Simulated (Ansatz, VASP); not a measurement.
# Two plane-wave programs on Sr

```
CELL_PARAMETERS angstrom
-2.41471 2.41471 2.41471
2.41471 -2.41471 2.41471
2.41471 2.41471 -2.41471
ATOMIC_POSITIONS crystal
Sr 0.00000 0.00000 0.00000
```

The cell was built by a generator and needn't be a form met in nature.

Alike in both runs: task relaxation of cell and atoms; functional LDA; k mesh 9 × 9 × 9; occupations fermi-dirac, width 0.1 eV; no spin polarisation.

```csv
,VASP,Ansatz
version,VASP 6.6.1,Ansatz 0.2.0
potentials or method,"VASP PAW LDA potentials, release 64 (Sr_sv)","plane waves (420 eV) with PAW, scalar-relativistic"
plane-wave cutoff (eV),600,420
valence electrons in the cell,10,10
```

```tsv
	VASP	Ansatz	Ansatz less VASP
relaxed volume (Å³/atom)	47.80	47.83	+0.036
relaxed cell length with the largest relative difference (Å)	3.960	3.961	+0.0010
energy change over the relaxation (meV/atom)	-50	-50	+0.2
```

Ansatz warned: «pseudo_functional_mismatch».

Caveats: the volume moved by over 15 % at a fixed basis, so the end points are rough.
